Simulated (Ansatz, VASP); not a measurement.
# TePb in two plane-wave programs, part 2 of 2

One calculation is typed for both programs; each brings its own data sets and cutoff. How far apart do they land? The cell is taken from a series of VASP runs on this material, whose earlier steps may have relaxed, scaled or displaced it; both programs get it as it stands.

VASP 6.6.1 and Ansatz 0.2.0.

So far: Starting point; VASP: band structure, PBE0; Ansatz: band structure, PBE0.

## 4. Comparison

Known differences besides the potentials themselves: exact exchange at q = 0 is treated differently, which shows on coarse meshes; VASP keeps PBE cores, Ansatz makes them for the functional; the data sets hold 30 valence electrons in Ansatz (default PAW (the set named soft_2) files) and 20 in VASP; the cutoff is 420 eV in Ansatz and 350 eV in VASP; VASP takes a coarser grid for exact exchange (PRECFOCK = Fast). Total energies have different zeros and are not compared.

Both answers:

| quantity | Ansatz | VASP | difference |
| --- | --- | --- | --- |
| gap over the path points (eV) | 1.702 | 1.657 | +0.045 |

Levels at points of the path, from each program's valence-band top (eV; 4 filled, then empty):

| k (reciprocal lattice) | Ansatz | VASP |
| --- | --- | --- |
| 0.000 0.000 0.000 | -5.98 -1.65 -1.65 -1.65 5.41 5.41 5.41 | -6.04 -1.67 -1.67 -1.67 5.44 5.44 5.44 |
| 0.500 0.000 0.500 | -7.97 -5.22 -3.28 -3.28 4.30 6.94 6.94 | -7.98 -5.22 -3.30 -3.30 4.31 6.96 6.96 |
| 0.500 0.222 0.722 | -8.78 -4.56 -4.25 -0.62 2.88 6.17 6.85 | -8.78 -4.56 -4.25 -0.62 2.85 6.16 6.85 |
| 0.403 0.347 0.750 | -8.78 -4.73 -3.17 -1.94 4.27 5.41 6.58 | -8.79 -4.74 -3.17 -1.95 4.25 5.40 6.57 |
| 0.125 0.125 0.250 | -7.17 -2.30 -1.17 -0.59 3.19 3.45 5.35 | -7.19 -2.31 -1.18 -0.60 3.17 3.46 5.35 |
| 0.278 0.278 0.278 | -7.99 -1.40 -1.40 -0.58 2.91 3.28 3.28 | -7.99 -1.41 -1.41 -0.60 2.87 3.28 3.28 |
| 0.500 0.500 0.500 | -9.54 -1.14 -1.14 0.00 1.70 2.22 2.22 | -9.55 -1.14 -1.14 0.00 1.66 2.23 2.23 |
| 0.556 0.389 0.556 | -9.34 -2.90 -1.74 -1.16 2.95 3.14 4.68 | -9.35 -2.92 -1.75 -1.17 2.92 3.15 4.68 |
| 0.583 0.250 0.667 | -8.78 -4.71 -3.42 -1.64 3.94 5.57 6.82 | -8.79 -4.72 -3.42 -1.64 3.92 5.57 6.80 |
| 0.500 0.306 0.694 | -8.91 -4.16 -4.10 -0.48 2.58 6.31 6.45 | -8.92 -4.17 -4.10 -0.49 2.55 6.31 6.45 |

Among the levels compared at these points, filled levels agree within 64 meV and empty ones within 45 meV.

## 5. VASP: band structure, r2SCAN-EpsX with an exact-exchange share of 0.031

The same path points are solved in both programs, so levels can be compared one by one.

The run reads the wave functions of an earlier VASP run, which isn't shown here.

File INCAR:

```
SYSTEM = TePb
PREC = Accurate
ENCUT = 350
EDIFF = 1E-06
NELM = 100
ISMEAR = 0
SIGMA = 0.03
LREAL = .FALSE.
ALGO = Normal
LHFCALC = .TRUE.
AEXX = 0.031
METAGGA = R2SCAN
LASPH = .TRUE.
NBANDS = 16
PRECFOCK = Fast
HFRCUT = -1
LORBIT = 11
LWAVE = .FALSE.
LCHARG = .FALSE.
KPAR = 4
```

File POSCAR:

```
TePb
1.0
    0.0000000000      3.2310000000      3.2310000000
    3.2310000000      0.0000000000      3.2310000000
    3.2310000000      3.2310000000      0.0000000000
Pb Te
1 1
Direct
    0.0000000000      0.0000000000      0.0000000000
    0.5000000000      0.5000000000      0.5000000000
```

File KPOINTS:

```
Automatic mesh
0
Gamma
4 4 4
0 0 0
```

File KPOINTS_OPT:

```
Line mode
10
Line-mode
Reciprocal
  0.00000000   0.00000000   0.00000000 GAMMA
  0.50000000   0.00000000   0.50000000 X

  0.50000000   0.00000000   0.50000000 X
  0.50000000   0.25000000   0.75000000 W

  0.50000000   0.25000000   0.75000000 W
  0.37500000   0.37500000   0.75000000 K

  0.37500000   0.37500000   0.75000000 K
  0.00000000   0.00000000   0.00000000 GAMMA

  0.00000000   0.00000000   0.00000000 GAMMA
  0.50000000   0.50000000   0.50000000 L

  0.50000000   0.50000000   0.50000000 L
  0.62500000   0.25000000   0.62500000 U

  0.62500000   0.25000000   0.62500000 U
  0.50000000   0.25000000   0.75000000 W

  0.50000000   0.25000000   0.75000000 W
  0.50000000   0.50000000   0.50000000 L

  0.50000000   0.50000000   0.50000000 L
  0.37500000   0.37500000   0.75000000 K

  0.62500000   0.25000000   0.62500000 U
  0.50000000   0.00000000   0.50000000 X
```

PAW data sets: Pb_d and Te (PBE family, release 64).

Run with:

```sh
mpirun -np 4 vasp_std
```

Numbers of over 12 decimals in the logs are rounded to 6 here.

The program printed:

```text
[banner, memory and clock lines left out]
running    4 mpi-ranks, on    1 nodes
[...]
|                                                                             |
|               ----> ADVICE to this user running VASP <----                  |
|                                                                             |
|     You enforced a specific xc type in the INCAR file but a different       |
|     [... a line on the potential file left out ...]
|     I HOPE YOU KNOW WHAT YOU ARE DOING!                                     |
|                                                                             |

 LDA part: xc-table for (None), standard interpolation
 found WAVECAR, reading the header
 POSCAR, INCAR and KPOINTS ok, starting setup
[...]
HFRCUT set to (new)   10.101303
 reading WAVECAR
 the WAVECAR file was read successfully
 initial charge from wavefunction
 entering main loop
       N       E                     dE             d eps       ncg     rms          rms(c)
[...]
DAV:  10    -0.806979967351E+02   -0.24083E-05   -0.11462E-06   288   0.985E-03    0.341E-02
DAV:  11    -0.806979977218E+02   -0.98671E-06   -0.63243E-07   248   0.673E-03
   1 F= -.80697998E+02 E0= -.80697998E+02  d E =-.552697E-24
 Start KPOINTS_OPT (optional k-point list driver)
k-point batch [1-8\100]
       N       E                     dE             ncg
DAV:   1     0.343576372471E+03   -0.15655E+04      256
DAV:   2    -0.857114253191E+03   -0.12007E+04      256
DAV:   3    -0.930308607293E+03   -0.73194E+02      352
DAV:   4    -0.931898377507E+03   -0.15898E+01      312
DAV:   5    -0.931960679868E+03   -0.62302E-01      368
DAV:   6    -0.931963539598E+03   -0.28597E-02      344
DAV:   7    -0.931963557831E+03   -0.18233E-04      384
DAV:   8    -0.931963558034E+03   -0.20305E-06      216
[...]
k-point batch [97-100\100]
       N       E                     dE             ncg
DAV:   1     0.225752798810E+04   -0.20786E+04      128
DAV:   2     0.171421256946E+04   -0.54332E+03      128
DAV:   3     0.168015883270E+04   -0.34054E+02      184
DAV:   4     0.167938220281E+04   -0.77663E+00      192
DAV:   5     0.167936098142E+04   -0.21221E-01      200
DAV:   6     0.167936002896E+04   -0.95246E-03      208
DAV:   7     0.167936002136E+04   -0.76017E-05      200
DAV:   8     0.167936002128E+04   -0.78445E-07      144
```

Parts of OUTCAR (step 5):

```text
 POSITION                                       TOTAL-FORCE (eV/Angst)
 -----------------------------------------------------------------------------------
      0.00000      0.00000      0.00000        -0.000000      0.000000      0.000000
      3.23100      3.23100      3.23100         0.000000     -0.000000     -0.000000
 -----------------------------------------------------------------------------------
    total drift:                                0.000000     -0.000000     -0.000000

  FREE ENERGIE OF THE ION-ELECTRON SYSTEM (eV)
  ---------------------------------------------------
  free  energy   TOTEN  =       -80.6979977218 eV

  energy  without entropy=      -80.6979977218  energy(sigma->0) =      -80.69799772

[... 2 parts as in an earlier step ...]

[... 1 further part left out ...]
[key lines of the parts left out:]
E-fermi :   5.6638
```

The PAW data sets were made with PBE, which is usual practice but a small mismatch for other functionals.

## 6. Ansatz: band structure, r2SCAN-EpsX with an exact-exchange share of 0.031

The same cell, functional, mesh and smearing now go to Ansatz, which takes its cutoff from its data sets.

The cell is taken from a series of VASP runs on this material, whose earlier steps may have relaxed, scaled or displaced it; both programs get it as it stands.

File input.yaml:

```yaml
crystal:
  lattice:
    - [0.0, 3.231, 3.231]
    - [3.231, 0.0, 3.231]
    - [3.231, 3.231, 0.0]
  atoms:
    - { symbol: Pb, position: [0.0, 0.0, 0.0] }
    - { symbol: Te, position: [0.5, 0.5, 0.5] }
hamiltonian:
  xc: { exchange: r2scan, correlation: r2scan, exx: { coeff: 0.031 } }
  pseudopotentials: { kind: paw }
kpoints:
  mp_grid: { grid: [4, 4, 4] }
  band_path:
    path:
      - [0.0, 0.0, 0.0]
      - [0.5, 0.0, 0.5]
      - [0.5, 0.22222, 0.72222]
      - [0.40278, 0.34722, 0.75]
      - [0.125, 0.125, 0.25]
      - [0.27778, 0.27778, 0.27778]
      - [0.5, 0.5, 0.5]
      - [0.55556, 0.38889, 0.55556]
      - [0.58333, 0.25, 0.66667]
      - [0.5, 0.30556, 0.69444]
      - [0.48611, 0.48611, 0.52778]
      - [0.625, 0.25, 0.625]
      - [0.5, 0.0, 0.5]
    npoints: 1
scf:
  occupations: { method: gaussian, width: 0.03 }
  n_extra_bands: 7
output:
  forces: true
  stress: true
  eigenvalues: true
```

Run with:

```sh
ansatz run input.yaml --threads 4 --pin off --max-ram 9216MiB --backend cpu --events-out ev --progress --plain --runs-dir out
```

The program printed:

```text
[...]
Crystal: 2 atoms, lattice volume = 67.459 Å³
Basis set: ecut = 500 eV, 1687 PW (Γ), exchange–correlation on 144×144×144 points (64 copies of the dense FFT grid, shifted against one another)
Bands: 22, of which v1, the nominal top of the filled ones, is band 15 counted from 1 (14 counted from 0)
Symmetry: 48 space group operations
[...]
k-points: 8 of 64
[...]
--- Band table (eV; the first three rows and the last of 8) ---
  k-point 0: bands = [... 11 lower, 2.8469, 6.9912, 6.9912, 6.9912, 13.0220, 13.0220, 13.0220, 14.8553, ... 3 higher]
  k-point 1: bands = [... 11 lower, 1.2435, 7.1725, 7.1725, 7.8438, 11.0337, 11.2857, 11.2857, 15.0157, ... 3 higher]
  k-point 2: bands = [... 11 lower, -0.4733, 7.4764, 7.4764, 8.5299, 9.6552, 10.0478, 10.0478, 17.6103, ... 3 higher]
  k-point 7: bands = [... 11 lower, 0.1881, 4.4892, 4.4892, 8.0707, 10.5288, 14.2460, 14.2460, 15.9440, ... 3 higher]
[key lines of the parts left out:]
Free energy (F): -18916.343109 eV
Fermi energy:    9.092524 eV
P = ⅓ Tr σ = 1.5157 GPa (15.157 kbar)
```

The job ended after 39 s (4 threads of Arm Neoverse V1, shared host; peak memory 1.2 GiB).

## 7. Differences

What differs besides the data sets and the points named for the pairs above, as far as they apply: the cutoff is 500 eV in Ansatz and 350 eV in VASP. Total energies have different zeros and are not compared.

Both answers:

| quantity | Ansatz | VASP | difference |
| --- | --- | --- | --- |
| gap over the path points (eV) | 1.125 | 1.123 | +0.002 |

Levels at points of the path, from each program's valence-band top (eV; 4 filled, then empty):

| k (reciprocal lattice) | Ansatz | VASP |
| --- | --- | --- |
| 0.000 0.000 0.000 | -5.68 -1.54 -1.54 -1.54 4.49 4.49 4.49 | -5.70 -1.54 -1.54 -1.54 4.50 4.50 4.50 |
| 0.500 0.000 0.500 | -7.58 -4.78 -3.03 -3.03 3.69 5.98 5.98 | -7.59 -4.78 -3.03 -3.03 3.70 5.99 5.99 |
| 0.500 0.222 0.722 | -8.32 -4.18 -3.89 -0.60 2.17 5.40 6.02 | -8.34 -4.18 -3.89 -0.60 2.17 5.40 6.02 |
| 0.403 0.347 0.750 | -8.32 -4.36 -2.89 -1.79 3.47 4.57 5.79 | -8.34 -4.36 -2.89 -1.79 3.47 4.57 5.79 |
| 0.125 0.125 0.250 | -6.79 -2.10 -1.13 -0.61 2.52 2.70 4.47 | -6.80 -2.09 -1.13 -0.61 2.52 2.70 4.48 |
| 0.278 0.278 0.278 | -7.55 -1.32 -1.32 -0.57 2.26 2.53 2.53 | -7.56 -1.31 -1.31 -0.57 2.26 2.53 2.53 |
| 0.500 0.500 0.500 | -9.00 -1.05 -1.05 0.00 1.12 1.52 1.52 | -9.02 -1.05 -1.05 0.00 1.12 1.52 1.52 |
| 0.556 0.389 0.556 | -8.82 -2.68 -1.63 -1.10 2.29 2.40 3.86 | -8.84 -2.68 -1.63 -1.10 2.29 2.40 3.86 |
| 0.583 0.250 0.667 | -8.32 -4.34 -3.12 -1.52 3.17 4.76 5.99 | -8.34 -4.34 -3.12 -1.52 3.17 4.76 5.99 |
| 0.500 0.306 0.694 | -8.44 -3.81 -3.75 -0.48 1.91 5.45 5.60 | -8.46 -3.81 -3.75 -0.48 1.90 5.46 5.61 |

Among the levels compared at these points, filled levels agree within 15 meV and empty ones within 10 meV.

## 8. Summary of results

```
difference in gap over the path points (band structure, PBE0)                                              : 0.045 eV
difference in gap over the path points (band structure, r2SCAN-EpsX with an exact-exchange share of 0.031) : 0.0024 eV
```

The difference in gap over the path points is 0.045 eV (band structure, PBE0), within the 0.08 eV picked in this series as the mark of a large difference. How closely two codes agree says nothing of how well the functional describes the real material.

[Lines on the potential files, build, host, timing and source positions are cut from VASP's logs without a mark.]

[Logs are printed without paths, hosts, clocks, repeated set-up lines and the standing remarks that a program may print on its own settings, such as how far it seeks lower states.]

[Hosts, paths, dates, database ids (printed as entryN), source tags and the programs' standing remarks are cut or masked in the printed files.]
